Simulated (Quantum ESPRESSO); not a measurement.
# Rh (Fm-3m) in Quantum ESPRESSO: notebook, part 3 of 3

Quantum ESPRESSO 7.5.

### 3 Phonons, LDA

File pw.in:

```
&CONTROL
  calculation = 'scf'
  prefix = 'pwscf'
  outdir = './tmp'
  pseudo_dir = './pseudo'
  tprnfor = .true.
  tstress = .true.
  disk_io = 'low'
/
&SYSTEM
  ibrav = 0
  nat = 1
  ntyp = 1
  ecutwfc = 88
  nbnd = 15
  occupations = 'smearing'
  smearing = 'mv'
  degauss = 0.01469973
/
&ELECTRONS
  conv_thr = 2d-10
  electron_maxstep = 120
  mixing_beta = 0.5
/
ATOMIC_SPECIES
Rh   102.9055 Rh.upf
CELL_PARAMETERS bohr
   0.0000000000    3.5864167256    3.5864167256
   3.5864167256    0.0000000000    3.5864167256
   3.5864167256    3.5864167256    0.0000000000
ATOMIC_POSITIONS bohr
Rh     0.0000000000    0.0000000000    0.0000000000
K_POINTS automatic
10 10 10 0 0 0
```

File relax.in:

```
&CONTROL
  calculation = 'vc-relax'
  prefix = 'pwscf'
  outdir = './tmp'
  pseudo_dir = './pseudo'
  tprnfor = .true.
  tstress = .true.
  disk_io = 'low'
  nstep = 40
  forc_conv_thr = 0.0001
  etot_conv_thr = 1d-06
/
&SYSTEM
  ibrav = 0
  nat = 1
  ntyp = 1
  ecutwfc = 88
  nbnd = 15
  occupations = 'smearing'
  smearing = 'mv'
  degauss = 0.01469973
/
&ELECTRONS
  conv_thr = 2d-10
  electron_maxstep = 120
  mixing_beta = 0.5
/
&IONS
  ion_dynamics = 'bfgs'
/
&CELL
  cell_dynamics = 'bfgs'
  press = 0
  press_conv_thr = 0.2
/
ATOMIC_SPECIES
Rh   102.9055 Rh.upf
CELL_PARAMETERS bohr
   0.0000000000    3.5864167256    3.5864167256
   3.5864167256    0.0000000000    3.5864167256
   3.5864167256    3.5864167256    0.0000000000
ATOMIC_POSITIONS bohr
Rh     0.0000000000    0.0000000000    0.0000000000
K_POINTS automatic
10 10 10 0 0 0
```

File scf2.in:

```
&CONTROL
  calculation = 'scf'
  prefix = 'pwscf'
  outdir = './tmp'
  pseudo_dir = './pseudo'
  tprnfor = .true.
  tstress = .true.
  disk_io = 'low'
/
&SYSTEM
  ibrav = 0
  nat = 1
  ntyp = 1
  ecutwfc = 88
  nbnd = 15
  occupations = 'smearing'
  smearing = 'mv'
  degauss = 0.01469973
/
&ELECTRONS
  conv_thr = 1d-13
  electron_maxstep = 120
  mixing_beta = 0.5
  startingpot = 'file'
  startingwfc = 'file'
/
ATOMIC_SPECIES
Rh   102.9055 Rh.upf
CELL_PARAMETERS bohr
   0.0000000000    3.5488655280    3.5488655280
   3.5488655280    0.0000000000    3.5488655280
   3.5488655280    3.5488655280    0.0000000000
ATOMIC_POSITIONS bohr
Rh     0.0000000000    0.0000000000    0.0000000000
K_POINTS automatic
10 10 10 0 0 0
```

File ph.in:

```
phonons of Rh
&INPUTPH
  prefix = 'pwscf'
  outdir = './tmp'
  tr2_ph = 1d-18
  fildyn = 'dyn'
  niter_ph = 90
  alpha_mix(1) = 0.4
/
0.3535533906 0.7071067812 0.0000000000
```

Potentials or basis: PseudoDojo 0.4.1 SR LDA standard.

On the command line:

```sh
$ OMP_NUM_THREADS=1 pw.x -in pw.in > pw.out
$ OMP_NUM_THREADS=1 pw.x -in relax.in > relax.out
$ OMP_NUM_THREADS=1 pw.x -in scf2.in > scf2.out
$ OMP_NUM_THREADS=1 ph.x -in ph.in > ph.out
```

pw.out:

```text
This program is part of the open-source Quantum ESPRESSO suite
     for quantum simulation of materials; please cite
[... 9 lines left out ...]
     --------------------
     sticks:   dense  smooth     PW     G-vecs:    dense   smooth      PW
     Sum         625     625    199                10177    10177    1837

     Using Slab Decomposition

     bravais-lattice index     =            0
     lattice parameter (alat)  =       5.0720  a.u.
     unit-cell volume          =      92.2597 (a.u.)^3
     number of atoms/cell      =            1
     number of atomic types    =            1
     number of electrons       =        17.00
     number of Kohn-Sham states=           15
     kinetic-energy cutoff     =      88.0000  Ry
     charge density cutoff     =     352.0000  Ry
     scf convergence threshold =      2.0E-10
     mixing beta               =       0.5000
     number of iterations used =            8  plain     mixing
     Exchange-correlation= SLA  PW   NOGX NOGC
                           (   1   4   0   0   0   0   0)

     celldm(1)=   5.071959  celldm(2)=   0.000000  celldm(3)=   0.000000
     celldm(4)=   0.000000  celldm(5)=   0.000000  celldm(6)=   0.000000

[... 8 lines left out ...]
               b(3) = (  0.707107  0.707107 -0.707107 )

     PseudoPot. # 1 for Rh read from file:
     Rh.upf
     Pseudo is Norm-conserving + core correction, Zval = 17.0
     Generated using ONCVPSP code by D. R. Hamann
     Using radial grid of 1530 points,  6 beta functions with:
                l(1) =   0
                l(2) =   0
                l(3) =   1
                l(4) =   1
                l(5) =   2
                l(6) =   2

     atomic species   valence    mass     pseudopotential
     Rh               17.00   102.90550     Rh( 1.00)

     48 Sym. Ops., with inversion, found

   Cartesian axes

     site n.     atom                  positions (alat units)
         1        Rh     tau(   1) = (   0.0000000   0.0000000   0.0000000  )

     number of k points=    47  Marzari-Vanderbilt smearing, width (Ry)=  0.0147
                       cart. coord. in units 2pi/alat
        k(    1) = (   0.0000000   0.0000000   0.0000000), wk =   0.0020000
        k(    2) = (   0.0707107   0.0707107  -0.0707107), wk =   0.0160000
        k(    3) = (   0.1414214   0.1414214  -0.1414214), wk =   0.0160000
        k(    4) = (   0.2121320   0.2121320  -0.2121320), wk =   0.0160000
        k(    5) = (   0.2828427   0.2828427  -0.2828427), wk =   0.0160000
        k(    6) = (  -0.3535534  -0.3535534   0.3535534), wk =   0.0080000
[... 39 lines left out ...]
        k(   46) = (  -0.0707107  -0.3535534   0.6363961), wk =   0.0480000
        k(   47) = (  -0.7071068   0.2828427   0.0000000), wk =   0.0240000

     Dense  grid:    10177 G-vectors     FFT dimensions: (  32,  32,  32)

     Initial potential from superposition of free atoms

     starting charge      16.9996, renormalised to      17.0000
     Starting wfcs are   10 randomized atomic wfcs +    5 random wfcs

     Self-consistent Calculation

     iteration #  1     ecut=    88.00 Ry     beta= 0.50
     Davidson diagonalization with overlap
     ethr =  1.00E-02,  avg # of iterations =  4.2

     Threshold (ethr) on eigenvalues was too large:
     Diagonalizing with lowered threshold

     Davidson diagonalization with overlap
     ethr =  7.23E-04,  avg # of iterations =  1.2

     total energy              =    -234.61051535 Ry
     estimated scf accuracy    <       0.12308582 Ry
[... 43 lines left out ...]
     iteration #  8     ecut=    88.00 Ry     beta= 0.50
     Davidson diagonalization with overlap
     ethr =  2.08E-11,  avg # of iterations =  1.2

     End of self-consistent calculation

          k = 0.0000 0.0000 0.0000 (  1243 PWs)   bands (ev):

   -56.2564 -23.7727 -23.7727 -23.7727  14.4079  19.3680  19.3680  19.3680
    21.5173  21.5173  38.6616  44.0530  44.0530  44.0530  49.7925

          k = 0.0707 0.0707-0.0707 (  1279 PWs)   bands (ev):
[... 141 lines left out ...]
   -56.1024 -24.4046 -24.1644 -24.0121  16.6766  17.2661  21.0263  22.1836
    23.1010  29.1842  32.2675  34.6821  37.9489  44.3601  50.1986

          k =-0.7071 0.0000 0.0000 (  1298 PWs)   bands (ev):

   -56.1011 -24.4844 -24.0500 -24.0500  16.1097  16.4656  23.0826  23.5084
    23.5084  25.7040  34.7767  35.8015  35.8015  45.4831  45.8441

          k = 0.2828 0.1414 0.0000 (  1294 PWs)   bands (ev):

   -56.1932 -24.1102 -23.9017 -23.8376  16.6101  18.3160  19.7510  20.4532
    20.9590  22.3837  39.3625  40.5651  43.6276  44.1362  49.3173

          k = 0.3536 0.2121-0.0707 (  1290 PWs)   bands (ev):
[... 51 lines left out ...]
   -56.1060 -24.3010 -24.2614 -23.9945  17.3863  18.1162  19.4472  21.3877
    22.9086  30.2370  31.7923  34.4599  38.3673  44.9852  50.0094

          k =-0.7071 0.1414 0.0000 (  1294 PWs)   bands (ev):

   -56.1011 -24.4438 -24.0925 -24.0528  16.4779  16.8237  21.7069  22.5584
    23.5096  27.7892  34.3459  35.1929  35.5454  46.1150  47.4227

          k =-0.1414-0.4243 0.7071 (  1281 PWs)   bands (ev):
[... 6 lines left out ...]
   -56.1046 -24.3104 -24.2331 -24.0250  17.5879  18.3820  18.8258  21.2788
    23.2135  30.9452  31.3820  35.3135  36.3717  46.8718  48.7114

          k =-0.7071 0.2828 0.0000 (  1274 PWs)   bands (ev):

   -56.1009 -24.3367 -24.2026 -24.0573  17.2551  17.8740  19.5468  21.5151
    23.5115  30.7195  33.3803  33.7724  35.2865  47.3547  49.8086

     the Fermi energy is    22.5507 ev

!    total energy              =    -234.64424615 Ry
     estimated scf accuracy    <          5.1E-13 Ry
     smearing contrib. (-TS)   =      -0.00048202 Ry
     internal energy E=F+TS    =    -234.64376413 Ry

     The total energy is F=E-TS. E is the sum of the following terms:
     one-electron contribution =     -49.74052794 Ry
     hartree contribution      =      37.50717807 Ry
     xc contribution           =     -37.68214077 Ry
     ewald contribution        =    -184.72827348 Ry

     convergence has been achieved in   8 iterations

     Forces acting on atoms (cartesian axes, Ry/au):

     atom    1 type  1   force =     0.00000000    0.00000000    0.00000000

     Total force =     0.000000     Total SCF correction =     0.000000

     Computing stress (Cartesian axis) and pressure

          total   stress  (Ry/bohr**3)                   (kbar)     P=      -93.55
  -0.00063594   0.00000000   0.00000000          -93.55        0.00        0.00
   0.00000000  -0.00063594   0.00000000            0.00      -93.55        0.00
   0.00000000   0.00000000  -0.00063594            0.00        0.00      -93.55

=------------------------------------------------------------------------------=
   JOB DONE.
=------------------------------------------------------------------------------=
```

relax.out:

```text
This program is part of the open-source Quantum ESPRESSO suite
     for quantum simulation of materials; please cite
[... 9 lines left out ...]
     --------------------
     sticks:   dense  smooth     PW     G-vecs:    dense   smooth      PW
     Sum         625     625    199                10177    10177    1837
[... 2236 lines left out ...]
  -0.00000464   0.00000000   0.00000000           -0.68        0.00        0.00
   0.00000000  -0.00000464   0.00000000            0.00       -0.68        0.00
   0.00000000   0.00000000  -0.00000464            0.00        0.00       -0.68

=------------------------------------------------------------------------------=
   JOB DONE.
=------------------------------------------------------------------------------=
```

Wall time 5.9 min (1 thread of Arm Neoverse V2, shared host); peak memory 0.09 GiB.

Results:

| Item | Value |
| --- | --- |
| Free energy | -3192.5101 eV |
| Relaxed volume | 13.25 Å³/atom |
| Relaxed cell | a = 2.656 Å, b = 2.656 Å, c = 2.656 Å, α = 60.00°, β = 60.00°, γ = 60.00° |
| Space group after relaxing (to 0.05 Å) | Fm-3m (No. 225) |
| Pressure after relaxing | -0.1 GPa |
| Band gap on the k mesh | none (metal or under the smearing width) |
| Highest phonon frequency at the q point run | 328 cm⁻¹ |

The path:
```
step  energy change (eV)  largest force (eV/Å)  pressure (GPa)  volume (Å³)
   1              0.0000                0.0000           -9.36        13.67
   2             -0.0091                0.0000            5.52        13.03
   3             -0.0128                0.0000           -0.33        13.26
   4             -0.0128                0.0000           -0.01        13.25
   5             -0.0128                0.0000            0.01        13.25
```

Final structure:
```cif
data_structure
_symmetry_space_group_name_H-M 'P 1'
_symmetry_Int_Tables_number 1
_cell_length_a 2.6559
_cell_length_b 2.6559
_cell_length_c 2.6559
_cell_angle_alpha 60.000
_cell_angle_beta 60.000
_cell_angle_gamma 60.000
_cell_volume 13.25
loop_
_atom_site_label
_atom_site_type_symbol
_atom_site_fract_x
_atom_site_fract_y
_atom_site_fract_z
_atom_site_occupancy
Rh1 Rh 0.00000 0.00000 0.00000 1
```

Levels at points of the mesh, in eV from the Fermi level:
```
             k point  band 4  band 5  band 6  band 7  band 8  band 9  band 10  band 11  band 12  band 13
  (0.00, 0.00, 0.00)  -46.38   -8.38   -3.34   -3.34   -3.34   -1.08    -1.08    16.09    21.66    21.66
 (0.00, 0.00, -0.50)  -46.50   -6.55   -3.41   -3.41    0.58    0.58     0.59     8.89    15.59    21.56
(0.00, -0.50, -0.50)  -46.69   -6.75   -6.38    0.56    1.01    1.01     3.19    12.64    13.44    13.44
```

Phonon frequencies in cm⁻¹ (negative: imaginary):
```csv
q point,frequencies
"(0.500, 0.250, 0.750)",289 289 328
```

Phonon modes at q = (0.500, 0.250, 0.750) in reciprocal lattice units:
| mode | symmetry | cm⁻¹ |
| --- | --- | --- |
| 1 | E | 289 |
| 2 | E | 289 |
| 3 | B_2 | 328 |

Caveat: the mesh is thin for the phonons of a metal; the q point doesn't lie on the k mesh, which can shift a metal's frequencies strongly unless the mesh is converged.

### 4 Phonons, LDA, target pressure 10 GPa, at which the enthalpy is minimised

pw.in is that of step 3.

relax.in, as its differences from that of step 3:

```diff
@@ -32,3 +32,3 @@
   cell_dynamics = 'bfgs'
-  press = 0
+  press = 100
   press_conv_thr = 0.2
```

scf2.in, as its differences from that of step 3:

```diff
@@ -29,5 +29,5 @@
 CELL_PARAMETERS bohr
-   0.0000000000    3.5488655280    3.5488655280
-   3.5488655280    0.0000000000    3.5488655280
-   3.5488655280    3.5488655280    0.0000000000
+   0.0000000000    3.5147208921    3.5147208921
+   3.5147208921    0.0000000000    3.5147208921
+   3.5147208921    3.5147208921    0.0000000000
 ATOMIC_POSITIONS bohr
```

ph.in, as its differences from that of step 3:

```diff
@@ -9,2 +9,2 @@
 /
-0.3535533906 0.7071067812 0.0000000000
+0.3535533906 0.7071067812 -0.0000000000
```

Potentials or basis: PseudoDojo 0.4.1 SR LDA standard.

On the command line:

```sh
$ OMP_NUM_THREADS=1 pw.x -in pw.in > pw.out
$ OMP_NUM_THREADS=1 pw.x -in relax.in > relax.out
$ OMP_NUM_THREADS=1 pw.x -in scf2.in > scf2.out
$ OMP_NUM_THREADS=1 ph.x -in ph.in > ph.out
```

pw.out:

```text
This program is part of the open-source Quantum ESPRESSO suite
     for quantum simulation of materials; please cite
[... 9 lines left out ...]
     --------------------
     sticks:   dense  smooth     PW     G-vecs:    dense   smooth      PW
     Sum         625     625    199                10177    10177    1837

     Using Slab Decomposition

     bravais-lattice index     =            0
     lattice parameter (alat)  =       5.0720  a.u.
     unit-cell volume          =      92.2597 (a.u.)^3
     number of atoms/cell      =            1
     number of atomic types    =            1
     number of electrons       =        17.00
     number of Kohn-Sham states=           15
     kinetic-energy cutoff     =      88.0000  Ry
     charge density cutoff     =     352.0000  Ry
     scf convergence threshold =      2.0E-10
     mixing beta               =       0.5000
     number of iterations used =            8  plain     mixing
     Exchange-correlation= SLA  PW   NOGX NOGC
                           (   1   4   0   0   0   0   0)

     celldm(1)=   5.071959  celldm(2)=   0.000000  celldm(3)=   0.000000
     celldm(4)=   0.000000  celldm(5)=   0.000000  celldm(6)=   0.000000

[... 8 lines left out ...]
               b(3) = (  0.707107  0.707107 -0.707107 )

     PseudoPot. # 1 for Rh read from file:
     Rh.upf
     Pseudo is Norm-conserving + core correction, Zval = 17.0
     Generated using ONCVPSP code by D. R. Hamann
     Using radial grid of 1530 points,  6 beta functions with:
                l(1) =   0
                l(2) =   0
                l(3) =   1
                l(4) =   1
[... 70 lines left out ...]
     Self-consistent Calculation

     iteration #  1     ecut=    88.00 Ry     beta= 0.50
     Davidson diagonalization with overlap
     ethr =  1.00E-02,  avg # of iterations =  4.2

     Threshold (ethr) on eigenvalues was too large:
     Diagonalizing with lowered threshold

     Davidson diagonalization with overlap
     ethr =  7.23E-04,  avg # of iterations =  1.2

     total energy              =    -234.61051535 Ry
     estimated scf accuracy    <       0.12308582 Ry
[... 43 lines left out ...]
     iteration #  8     ecut=    88.00 Ry     beta= 0.50
     Davidson diagonalization with overlap
     ethr =  2.08E-11,  avg # of iterations =  1.2

     End of self-consistent calculation

          k = 0.0000 0.0000 0.0000 (  1243 PWs)   bands (ev):

   -56.2564 -23.7727 -23.7727 -23.7727  14.4079  19.3680  19.3680  19.3680
    21.5173  21.5173  38.6616  44.0530  44.0530  44.0530  49.7925

          k = 0.0707 0.0707-0.0707 (  1279 PWs)   bands (ev):
[... 146 lines left out ...]
   -56.1011 -24.4844 -24.0500 -24.0500  16.1097  16.4656  23.0826  23.5084
    23.5084  25.7040  34.7767  35.8015  35.8015  45.4831  45.8441

          k = 0.2828 0.1414 0.0000 (  1294 PWs)   bands (ev):

   -56.1932 -24.1102 -23.9017 -23.8376  16.6101  18.3160  19.7510  20.4532
    20.9590  22.3837  39.3625  40.5651  43.6276  44.1362  49.3173

          k = 0.3536 0.2121-0.0707 (  1290 PWs)   bands (ev):
[... 71 lines left out ...]
   -56.1009 -24.3367 -24.2026 -24.0573  17.2551  17.8740  19.5468  21.5151
    23.5115  30.7195  33.3803  33.7724  35.2865  47.3547  49.8086

     the Fermi energy is    22.5507 ev

!    total energy              =    -234.64424615 Ry
     estimated scf accuracy    <          5.1E-13 Ry
     smearing contrib. (-TS)   =      -0.00048202 Ry
     internal energy E=F+TS    =    -234.64376413 Ry

     The total energy is F=E-TS. E is the sum of the following terms:
     one-electron contribution =     -49.74052794 Ry
     hartree contribution      =      37.50717807 Ry
     xc contribution           =     -37.68214077 Ry
     ewald contribution        =    -184.72827348 Ry

     convergence has been achieved in   8 iterations

     Forces acting on atoms (cartesian axes, Ry/au):

     atom    1 type  1   force =     0.00000000    0.00000000    0.00000000

     Total force =     0.000000     Total SCF correction =     0.000000

     Computing stress (Cartesian axis) and pressure

          total   stress  (Ry/bohr**3)                   (kbar)     P=      -93.55
  -0.00063594   0.00000000   0.00000000          -93.55        0.00        0.00
   0.00000000  -0.00063594   0.00000000            0.00      -93.55        0.00
   0.00000000   0.00000000  -0.00063594            0.00        0.00      -93.55

=------------------------------------------------------------------------------=
   JOB DONE.
=------------------------------------------------------------------------------=
```

scf2.out:

```text
This program is part of the open-source Quantum ESPRESSO suite
     for quantum simulation of materials; please cite
[... 9 lines left out ...]
     --------------------
     sticks:   dense  smooth     PW     G-vecs:    dense   smooth      PW
     Sum         595     595    199                 9721     9721    1759
[... 389 lines left out ...]
   0.00067164  -0.00000000  -0.00000000           98.80       -0.00       -0.00
  -0.00000000   0.00067164  -0.00000000           -0.00       98.80       -0.00
  -0.00000000  -0.00000000   0.00067164           -0.00       -0.00       98.80

=------------------------------------------------------------------------------=
   JOB DONE.
=------------------------------------------------------------------------------=
```

Wall time 5.8 min (1 thread of Arm Neoverse V2, shared host); peak memory 0.09 GiB.

What came out:

| Item | Value |
| --- | --- |
| Free energy | -3192.4985 eV |
| Relaxed volume | 12.87 Å³/atom |
| Relaxed cell | a = 2.630 Å, b = 2.630 Å, c = 2.630 Å, α = 60.00°, β = 60.00°, γ = 60.00° |
| Space group after relaxing (to 0.05 Å) | Fm-3m (No. 225) |
| Pressure after relaxing | 9.9 GPa |
| Band gap on the k mesh | none (metal or under the smearing width) |
| Highest phonon frequency at the q point run | 338 cm⁻¹ |

Step by step:
| step | energy change (eV) | largest force (eV/Å) | pressure (GPa) | volume (Å³) |
| --- | --- | --- | --- | --- |
| 1 | 0.0000 | 0.0000 | -9.36 | 13.67 |
| 2 | 0.0544 | 0.0000 | 26.16 | 12.37 |
| 3 | -0.0047 | 0.0000 | 8.31 | 12.93 |
| 4 | -0.0016 | 0.0000 | 9.87 | 12.87 |
| 5 | -0.0013 | 0.0000 | 10.00 | 12.87 |

Final structure:
```yaml
crystal:
  lattice:
    - [0.00000, 1.85991, 1.85991]
    - [1.85991, 0.00000, 1.85991]
    - [1.85991, 1.85991, 0.00000]
  atoms:
    - { symbol: Rh, position: [0.00000, 0.00000, 0.00000] }
```

Phonon frequencies in cm⁻¹ (negative: imaginary):
```
              q point  frequencies
(0.500, 0.250, 0.750)  302 302 338
```

Phonon modes at q = (0.500, 0.250, 0.750) in reciprocal lattice units:
| mode | symmetry | cm⁻¹ |
| --- | --- | --- |
| 1 | E | 302 |
| 2 | E | 302 |
| 3 | B_2 | 338 |

Caveat: the mesh is thin for the phonons of a metal; the cell is more than 3 GPa from zero pressure, which shifts response properties; the q point doesn't lie on the k mesh, which can shift a metal's frequencies strongly unless the mesh is converged.

### 5 The runs side by side

| task | level | potentials or basis | cell | k mesh | cutoff (eV) | smearing | q mesh | form of the LDA correlation | gap on the mesh (eV) | pressure (GPa) |
| --- | --- | --- | --- | --- | --- | --- | --- | --- | --- | --- |
| phonons and electron-phonon coupling | PBEsol | GBRV 1.5 PBEsol | relaxed | 8 × 8 × 8 | 612 | methfessel-paxton 0.272 eV | 4 × 4 × 4 | - | none | 0.0 |
| phonons | LDA | PseudoDojo 0.4.1 SR LDA standard | relaxed | 10 × 10 × 10 | 1197 | cold 0.2 eV | - | PW92 | none | -0.1 |
| phonons | LDA | PseudoDojo 0.4.1 SR LDA standard | relaxed to 10 GPa | 10 × 10 × 10 | 1197 | cold 0.2 eV | - | PW92 | none | 9.9 |

Alike in all rows: no spin polarisation.

Caveats: the mesh is thin for the phonons of a metal; the q point doesn't lie on the k mesh, which can shift a metal's frequencies strongly unless the mesh is converged (some runs); λ from interpolated matrix elements is rough: modes that symmetry makes equal can differ by tens of percent (some runs); the cell is more than 3 GPa from zero pressure, which shifts response properties (some runs).

Total energies depend on the potentials used, so only differences within one code and one set of settings carry meaning.
